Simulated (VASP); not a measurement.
# F (P-1) in VASP: a series of runs

Runs on F. Level: PBEsol. Tasks: single point.

Program: VASP 6.6.1. These are calculated values, not measurements. Logs are shortened: lines on timing, memory, paths and dates and some standing lists are left out, and cuts for length are marked.

## Step 1: The cell of the first run

The typed cell holds 4 atoms: a = 3.147 Å, b = 3.260 Å, c = 7.227 Å, α = 101.49°, β = 100.13°, γ = 61.93°.

## Step 2: Single point, PBEsol (strained and moved within a subgroup)

The input, INCAR:

```
SYSTEM = F
  PREC = Accurate
  ENCUT = 520
  EDIFF = 1E-6
  ISMEAR = 0
  SIGMA = 0.02
  LREAL = .False.
  LASPH = .True.
  NELM = 80
  ALGO = Fast
  ISIF = 2
  LWAVE = .False.
  LCHARG = .False.
  GGA = PS
  NBANDS = 22
```

The input, KPOINTS:

```
regular mesh
0
Gamma
  10 10 4
  0 0 0
```

The input, POSCAR:

```
F
1.0
    2.7136525000     -1.5934624000      0.0080456000
    2.7792525000      1.7034624000     -0.0265256000
   -1.5566512816     -0.1057011506      7.0565740185
F
4
Direct
    1.0035570740      0.5652177413      0.0921774398
    0.4003058455      0.0138570591      0.3980149532
   -0.0035570740      0.4347822587      0.9078225602
    0.5996941545      0.9861429409      0.6019850468
```

Potentials or basis: VASP PAW PBE potentials, release 64 (F).

Run with:

```bash
$ cat potpaw_PBE.64/F/POTCAR > POTCAR
$ mpirun -np 1 vasp_std > vasp.out
```

OUTCAR:

```text
SYSTEM = F
   PREC = Accurate
   ENCUT = 520
   EDIFF = 1E-6
   ISMEAR = 0
   LREAL = .False.
   LASPH = .True.
   NELM = 80
   ISIF = 2
   GGA = PS

 ion  position               nearest neighbor table
   1  0.004  0.565  0.092-   3 1.31
   2  0.400  0.014  0.398-   4 1.50
   3  0.996  0.435  0.908-   1 1.31
   4  0.600  0.986  0.602-   2 1.50

  LATTYP: Found a triclinic cell.
 ALAT       =     3.2598669013
 B/A-ratio  =     1.0116236895
 C/A-ratio  =     2.4737355258
 COS(alpha) =     0.0010933539
 COS(beta)  =     0.4093346324
 COS(gamma) =     0.5394684992

  Lattice vectors:

 A1 = (   2.7792525000,   1.7034624000,  -0.0265256000)
 A2 = (   0.0656000000,   3.2969248000,  -0.0345712000)
 A3 = (   3.9362537184,   0.0042988494,   7.0380940185)

Analysis of symmetry for initial positions (statically):
=====================================================================
 Subroutine PRICEL returns:
 Original cell was already a primitive cell.

 Routine SETGRP: Setting up the symmetry group for a
 triclinic supercell.

 Subroutine GETGRP returns: Found  2 space group operations
 (whereof  2 operations were pure point group operations)
 out of a pool of  2 trial point group operations.

The static configuration has the point symmetry S_2 .

Analysis of symmetry for dynamics (positions and initial velocities):
=====================================================================
 Subroutine PRICEL returns:
 Original cell was already a primitive cell.

 Routine SETGRP: Setting up the symmetry group for a
 triclinic supercell.

 Subroutine GETGRP returns: Found  2 space group operations
 (whereof  2 operations were pure point group operations)
 out of a pool of  2 trial point group operations.

The dynamic configuration has the point symmetry S_2 .

 Subroutine INISYM returns: Found  2 space group operations
 (whereof  2 operations are pure point group operations),
 and found     1 'primitive' translations

----------------------------------------------------------------------------------------
[... 90 lines left out ...]
   ICHARG =      2    charge: 1-file 2-atom 10-const
   ISPIN  =      1    spin polarized calculation?
   LNONCOLLINEAR =      F non collinear calculations
   LSORBIT =      F    spin-orbit coupling
   LASPH  =      T    aspherical Exc in radial PAW
   ENCUT  =  520.0 eV  38.22 Ry    6.18 a.u.   5.85  6.06 13.44*2*pi/ulx,y,z
   NELM   =     80;   NELMIN=  2; NELMDL= -5     # of ELM steps
   EDIFF  = 0.1E-05   stopping-criterion for ELM
   LREAL  =      F    real-space projection
   EDIFFG = 0.1E-04   stopping-criterion for IOM
   NSW    =      0    number of steps for IOM
   IBRION =     -1    ionic relax: 0-MD 1-quasi-New 2-CG
   NFREE  =      0    steps in history (QN), initial steepest desc. (CG)
   ISIF   =      2    stress and relaxation
   ISYM   =      2    0-nonsym 1-usesym 2-fastsym
   POTIM  = 0.5000    time-step for ionic-motion
   TEBEG  =    0.0;   TEEND  =   0.0 temperature during run
   PSTRESS=    0.0 pullay stress
   NELECT =      28.0000    total number of electrons
   NUPDOWN=      -1.0000    fix difference up-down
   EMIN   =  10.00;   EMAX   =-10.00  energy-range for DOS
   EFERMI =   0.00;   METHOD = LEGACY
   ISMEAR =     0;   SIGMA  =   0.02  broadening in eV -4-tet -1-fermi 0-gaus
   EFERMI_NEDOS =   21; number of points for ismear=-14 and -15
   IALGO  =     68    algorithm
   IMIX   =      4    mixing-type and parameters
     AMIX     =   0.40;   BMIX     =  1.00
     AMIX_MAG =   1.60;   BMIX_MAG =  1.00
  volume/ion in A,a.u.               =      15.95       107.66
  Fermi-wavevector in a.u.,A,eV,Ry     =   1.243990  2.350801 21.055173  1.547512
  Thomas-Fermi vector in A             =   2.378277
   LORBIT       =      0    0 simple, 1 ext, 2 COOP (PROOUT), +10 PAW based schemes
   GGA     = PS    functional components
   LHFCALC =     F    Hartree Fock is set to
   AEXX    =    0.0000 exact exchange contribution
   IVDW    =     0    specifies the selected vdW correction
   LEPSILON=     F    determine dielectric tensor
   LRPA    =     F    only Hartree local field effects (RPA)
 non-spin polarized calculation
 RMM-DIIS sequential band-by-band and
 Gauss-broadening in eV      SIGMA  =   0.02
  energy-cutoff  :      520.00
  volume of cell :       63.82
 maximum number of plane-waves:      1734
   NGX = 11   NGY = 13   NGZ = 27

 number of electron      27.9999998 magnetization

 Free energy of the ion-electron system (eV)
  ---------------------------------------------------
  ext. energy  EPLUGINS =         0.00000000
  ---------------------------------------------------
  free energy    TOTEN  =        -7.45624973 eV

  energy without entropy =       -7.45624973  energy(sigma->0) =       -7.45624973

 E-fermi :  -4.7150     XC(G=0):  -7.6391

 val. band max:       -4.8393072541   @ k =   0.0000   0.0000   0.0000
 cond. band min:      -3.0901603918   @ k =   0.0000   0.0000   0.0000
 fundamental gap:      1.7491468623
 Fermi energy:        -4.7150207765

 k-point     1 :       0.0000    0.0000    0.0000
  band No.  band energies     occupation
      1     -31.7331      2.00000
      2     -28.8134      2.00000
      3     -23.9258      2.00000
      4     -23.0243      2.00000
      5     -12.1752      2.00000
      6     -10.7722      2.00000
[... 589 lines left out ...]
     21      11.7425      0.00000
     22      13.0261      0.00000

 [... further k-points ...]

------------------------ aborting loop because EDIFF is reached ----------------------------------------

  FORCE on cell =-STRESS in cart. coord.  units (eV):
  Direction    XX          YY          ZZ          XY          YZ          ZX
  --------------------------------------------------------------------------------------
  -------------------------------------------------------------------------------------
  Total       -0.0451053     -0.1984773      2.7272393      0.1100833      1.8389950      0.1134919
  in kB       -1.1324176     -4.9829865     68.4702882      2.7637614     46.1699553      2.8493369
  external PRESSURE =      20.7849614 kB  Pullay stress =       0.0000000 kB

 VOLUME and BASIS-vectors are now :
 -----------------------------------------------------------------------------
  energy-cutoff  :      520.00
  volume of cell :       63.82
      direct lattice vectors                 reciprocal lattice vectors
     2.713652500 -1.593462400  0.008045600     0.188318712 -0.306672554  0.036948655
     2.779252500  1.703462400 -0.026525600     0.176185923  0.300262030  0.043363548
    -1.556651282 -0.105701151  7.056574019     0.000447569  0.001478337  0.141832703

 POSITION                                       TOTAL-FORCE (eV/Angst)
 -----------------------------------------------------------------------------------
      1.43705      0.94742      0.63549         0.330121      0.709341      4.744740
      0.50523     -0.65634      2.81148         0.250162     -0.608082      2.253680
      2.49921     -0.94312      6.40260        -0.330121     -0.709341     -4.744740
      3.43102      0.66064      4.22662        -0.250162      0.608082     -2.253680
 -----------------------------------------------------------------------------------
    total drift:                               -0.000000     -0.000000      0.000000

  FREE ENERGIE OF THE ION-ELECTRON SYSTEM (eV)
  ---------------------------------------------------
  free  energy   TOTEN  =        -7.4562497280 eV

  energy  without entropy=       -7.4562497280  energy(sigma->0) =       -7.45624973
```

stdout:

```text
POSCAR found type information on POSCAR F
 POSCAR found :  1 types and       4 ions
 scaLAPACK will be used
 -----------------------------------------------------------------------------
|                                                                             |
|                                                                             |
|     You enforced a specific xc type in the INCAR file but a different       |
|     I HOPE YOU KNOW WHAT YOU ARE DOING!                                     |
|                                                                             |
 -----------------------------------------------------------------------------

 LDA part: xc-table for (Slater+PW92), standard interpolation
 POSCAR, INCAR and KPOINTS ok, starting setup
 FFT: planning ... GRIDC
 FFT: planning ... GRID_SOFT
 FFT: planning ... GRID
 WAVECAR not read
 entering main loop
WARNING in EDDRMM: call to ZHEGV failed, returncode =   8  4     20
```

Run time: 78 s. Hardware: 1 thread of Intel Xeon 6975P-C (Granite Rapids), shared host; peak memory 0.3 GiB.

Results:

```
Free energy            : -7.4562 eV
Pressure               : 2.1 GPa
Largest force          : 4.809 eV/Å
Band gap on the k mesh : 1.75 eV, direct
```

Forces in eV/Å, atoms in the order of the input:
```
F    0.330  0.709  4.745
F    0.250 -0.608  2.254
F   -0.330 -0.709 -4.745
F   -0.250  0.608 -2.254
```

Caveat: the PAW data sets were made with another functional, which shifts forces and pressure a little. A k mesh can miss the band edges.

## Step 3: Single point, PBEsol (F replaced by I, lengths x 1.863, strained and moved within the space group)

The input, INCAR:

```
ALGO = Fast
EDIFF = 1E-6
ENCUT = 520
GGA = PS
ISIF = 2
ISMEAR = 0
LASPH = T
LCHARG = F
LREAL = F
LWAVE = F
NBANDS = 22
NELM = 80
PREC = Accurate
SIGMA = 0.02
```

The input, KPOINTS:

```
k-points
0
Gamma
  6 6 2
```

The input, POSCAR:

```
I
1.0
    5.1350587895     -3.0623623326      0.0000000000
    5.1350587895      3.0623623326      0.0000000000
   -2.8657736092      0.0000000000     13.2883930978
I
4
Direct
    0.9680000000      0.6020000000      0.0997000000
    0.3980000000      0.0320000000      0.4003000000
    0.0320000000      0.3980000000      0.9003000000
    0.6020000000      0.9680000000      0.5997000000
```

Potentials or basis: VASP PAW PBE potentials, release 64 (I).

Run with:

```bash
$ cat potpaw_PBE.64/I/POTCAR > POTCAR
$ mpirun -np 1 vasp_std > vasp.out
```

Wall time 2.3 min (1 thread of Intel Xeon 6975P-C (Granite Rapids), shared host); peak memory 0.63 GiB.

Results (log left out):

- Free energy: -5.7013 eV
- Pressure: -0.8 GPa
- Largest force: 1.032 eV/Å
- Band gap on the k mesh: 1.21 eV, direct

Forces on the atoms (eV/Å):
```
I   -0.064 -0.309 -0.982
I    0.064 -0.309  0.982
I    0.064  0.309  0.982
I   -0.064  0.309 -0.982
```

Stress tensor (GPa, compression positive):
```
-0.06  0.00 -0.11
 0.00 -0.26  0.00
-0.11  0.00 -2.22
```

Levels at points of the mesh, in eV from the valence-band top:
```tsv
k point	band 11	band 12	band 13	band 14	band 15	band 16	band 17	band 18
(0.00, 0.00, 0.00)	-0.10	-0.08	-0.04	0.00	1.21	1.64	4.80	5.35
(0.50, 0.00, 0.00)	-0.16	-0.16	-0.07	-0.05	1.45	1.45	6.13	6.19
(0.50, 0.50, 0.00)	-0.22	-0.14	-0.14	-0.03	1.39	1.50	6.18	6.25
(0.00, 0.00, 0.50)	-0.08	-0.08	-0.03	-0.03	1.42	1.42	5.08	5.08
(0.50, 0.00, 0.50)	-0.20	-0.13	-0.10	0.00	1.36	1.51	6.13	6.19
(0.50, 0.50, 0.50)	-0.18	-0.18	-0.10	-0.10	1.46	1.46	6.18	6.18
```

Caveat: the PAW data sets were made with another functional, which shifts forces and pressure a little; spin-orbit coupling is left out, which moves the levels of the heavy elements; this functional lacks dispersion, which binds the layers, so the pressure and a relaxed spacing across them are unreliable.

## Step 4: Single point, PBEsol (F replaced by Br, lengths x 1.663, strained and moved within the space group)

The input, INCAR:

```
SYSTEM = Br
ALGO = Fast
EDIFF = 1E-6
ENCUT = 520
GGA = PS
ISIF = 2
ISMEAR = 0
LASPH = .True.
LCHARG = .False.
LREAL = .False.
LWAVE = .False.
NBANDS = 22
NELM = 100
PREC = Accurate
SIGMA = 0.02
```

The input, KPOINTS:

```
k-points
0
Gamma
  6 6 2
  0 0 0
```

The input, POSCAR:

```
Br
1.0
    4.7526982105     -2.8022055074      0.0767464211
    4.7526982105      2.8022055074      0.0767464211
   -2.4537831034      0.0000000000     12.5414563412
Br
4
Direct
    0.9616918627      0.6025360743      0.0960683384
    0.3974639257      0.0383081373      0.4039316616
    0.0383081373      0.3974639257      0.9039316616
    0.6025360743      0.9616918627      0.5960683384
```

Potentials or basis: VASP PAW PBE potentials, release 64 (Br).

Run with:

```bash
$ cat potpaw_PBE.64/Br/POTCAR > POTCAR
$ mpirun -np 1 vasp_std > vasp.out
```

OUTCAR:

```text
SYSTEM = Br
   EDIFF = 1E-6
   ENCUT = 520
   GGA = PS
   ISIF = 2
   ISMEAR = 0
   LASPH = .True.
   LREAL = .False.
   NELM = 100
   PREC = Accurate

 ion  position               nearest neighbor table
   1  0.962  0.603  0.096-   3 2.55
   2  0.397  0.038  0.404-   4 2.55
   3  0.038  0.397  0.904-   1 2.55
   4  0.603  0.962  0.596-   2 2.55

  LATTYP: Found a base centered monoclinic cell.
 ALAT       =     9.5066356390
 B/A-ratio  =     0.5895262244
 C/A-ratio  =     1.3442450574
 COS(beta)  =    -0.1761426500

  Lattice vectors:

 A1 = (   4.7526982105,  -2.8022055074,   0.0767464211)
 A2 = (   4.7526982105,   2.8022055074,   0.0767464211)
 A3 = (  -2.4537831034,   0.0000000000,  12.5414563412)

Analysis of symmetry for initial positions (statically):
=====================================================================
 Subroutine PRICEL returns:
 Original cell was already a primitive cell.

 Routine SETGRP: Setting up the symmetry group for a
 base centered monoclinic supercell.

 Subroutine GETGRP returns: Found  4 space group operations
 (whereof  2 operations were pure point group operations)
 out of a pool of  4 trial point group operations.

The static configuration has the point symmetry S_2 .
 The point group associated with its full space group is C_2h.

Analysis of symmetry for dynamics (positions and initial velocities):
=====================================================================
 Subroutine PRICEL returns:
 Original cell was already a primitive cell.

 Routine SETGRP: Setting up the symmetry group for a
 base centered monoclinic supercell.

 Subroutine GETGRP returns: Found  4 space group operations
 (whereof  2 operations were pure point group operations)
 out of a pool of  4 trial point group operations.

The dynamic configuration has the point symmetry S_2 .
[... 122 lines left out ...]
   IMIX   =      4    mixing-type and parameters
     AMIX     =   0.40;   BMIX     =  1.00
     AMIX_MAG =   1.60;   BMIX_MAG =  1.00
  volume/ion in A,a.u.               =      83.78       565.36
  Fermi-wavevector in a.u.,A,eV,Ry     =   0.715701  1.352478  6.969279  0.512228
  Thomas-Fermi vector in A             =   1.803930
   LORBIT       =      0    0 simple, 1 ext, 2 COOP (PROOUT), +10 PAW based schemes
   GGA     = PS    functional components
   LHFCALC =     F    Hartree Fock is set to
   AEXX    =    0.0000 exact exchange contribution
   IVDW    =     0    specifies the selected vdW correction
   LEPSILON=     F    determine dielectric tensor
   LRPA    =     F    only Hartree local field effects (RPA)
 non-spin polarized calculation
 RMM-DIIS sequential band-by-band and
 Gauss-broadening in eV      SIGMA  =   0.02
  energy-cutoff  :      520.00
  volume of cell :      335.11
 maximum number of plane-waves:      9054
 NGX is ok and might be reduce to    42
   NGX = 21   NGY = 21   NGZ = 47

 number of electron      28.0000001 magnetization

 Free energy of the ion-electron system (eV)
  ---------------------------------------------------
  ext. energy  EPLUGINS =         0.00000000
  ---------------------------------------------------
  free energy    TOTEN  =        -5.81742115 eV

  energy without entropy =       -5.81742115  energy(sigma->0) =       -5.81742115

 E-fermi :  -4.5299     XC(G=0):  -4.5367

 val. band max:       -4.6206049613   @ k =   0.0000   0.0000   0.0000
 cond. band min:      -3.5554152864   @ k =   0.0000   0.0000   0.0000
 fundamental gap:      1.0651896749
 Fermi energy:        -4.5298611570

 k-point     1 :       0.0000    0.0000    0.0000
  band No.  band energies     occupation
      1     -18.7911      2.00000
      2     -18.7822      2.00000
      3     -17.1761      2.00000
      4     -17.1585      2.00000
      5      -8.0109      2.00000
      6      -7.8961      2.00000
[... 589 lines left out ...]
     21       3.9576      0.00000
     22       4.2672      0.00000

 [... further k-points ...]

------------------------ aborting loop because EDIFF is reached ----------------------------------------

  FORCE on cell =-STRESS in cart. coord.  units (eV):
  Direction    XX          YY          ZZ          XY          YZ          ZX
  --------------------------------------------------------------------------------------
  -------------------------------------------------------------------------------------
  Total       -0.1235260     -1.2424422    -10.8656767      0.0000000      0.0000000     -0.5746804
  in kB       -0.5905830     -5.9401667    -51.9492428      0.0000000      0.0000000     -2.7475705
  external PRESSURE =     -19.4933308 kB  Pullay stress =       0.0000000 kB

 VOLUME and BASIS-vectors are now :
 -----------------------------------------------------------------------------
  energy-cutoff  :      520.00
  volume of cell :      335.11
      direct lattice vectors                 reciprocal lattice vectors
     4.752698211 -2.802205507  0.076746421     0.104872064 -0.178430882  0.020518614
     4.752698211  2.802205507  0.076746421     0.104872064  0.178430882  0.020518614
    -2.453783103  0.000000000 12.541456341    -0.001283512  0.000000000  0.079484432

 POSITION                                       TOTAL-FORCE (eV/Angst)
 -----------------------------------------------------------------------------------
      7.19857     -1.00643      1.32489        -0.129668     -0.705307     -2.158276
      1.07993     -1.00643      5.09934         0.129668     -0.705307      2.158276
     -0.14696      1.00643     11.37006         0.129668      0.705307      2.158276
      5.97168      1.00643      7.59561        -0.129668      0.705307     -2.158276
 -----------------------------------------------------------------------------------
    total drift:                                0.000000      0.000000      0.000000

  FREE ENERGIE OF THE ION-ELECTRON SYSTEM (eV)
  ---------------------------------------------------
  free  energy   TOTEN  =        -5.8174211453 eV

  energy  without entropy=       -5.8174211453  energy(sigma->0) =       -5.81742115
```

Run time: 1.7 min. Hardware: 1 thread of Intel Xeon 6975P-C (Granite Rapids), shared host; peak memory 0.46 GiB.

Results:

```
Free energy            : -5.8174 eV
Pressure               : -1.9 GPa
Largest force          : 2.274 eV/Å
Band gap on the k mesh : 1.07 eV, direct
```

Forces on the atoms (eV/Å):
```
Br  -0.130 -0.705 -2.158
Br   0.130 -0.705  2.158
Br   0.130  0.705  2.158
Br  -0.130  0.705 -2.158
```

Caveat: the PAW data sets were made with another functional, which shifts forces and pressure a little; this functional lacks dispersion, which binds the layers, so the pressure and a relaxed spacing across them are unreliable. A k mesh can miss the band edges.

## Step 5: Summary

| potentials or basis | cell | k mesh | gap on the mesh (eV) | pressure (GPa) | largest force (eV/Å) |
| --- | --- | --- | --- | --- | --- |
| VASP PAW PBE potentials, release 64 (F) | strained and moved within a subgroup | 10 × 10 × 4 | 1.75 | 2.1 | 4.81 |
| VASP PAW PBE potentials, release 64 (I) | F replaced by I, lengths x 1.863, strained and moved within the space group | 6 × 6 × 2 | 1.21 | -0.8 | 1.03 |
| VASP PAW PBE potentials, release 64 (Br) | F replaced by Br, lengths x 1.663, strained and moved within the space group | 6 × 6 × 2 | 1.07 | -1.9 | 2.27 |

Alike in all rows: task single point; level PBEsol; no spin polarisation; cutoff (eV) 520; smearing gaussian 0.02 eV.

Caveats: the PAW data sets were made with another functional, which shifts forces and pressure a little; this functional lacks dispersion, which binds the layers, so the pressure and a relaxed spacing across them are unreliable (some runs); spin-orbit coupling is left out, which moves the levels of the heavy elements (some runs).

Absolute energies hang on the potentials; compare differences alone.
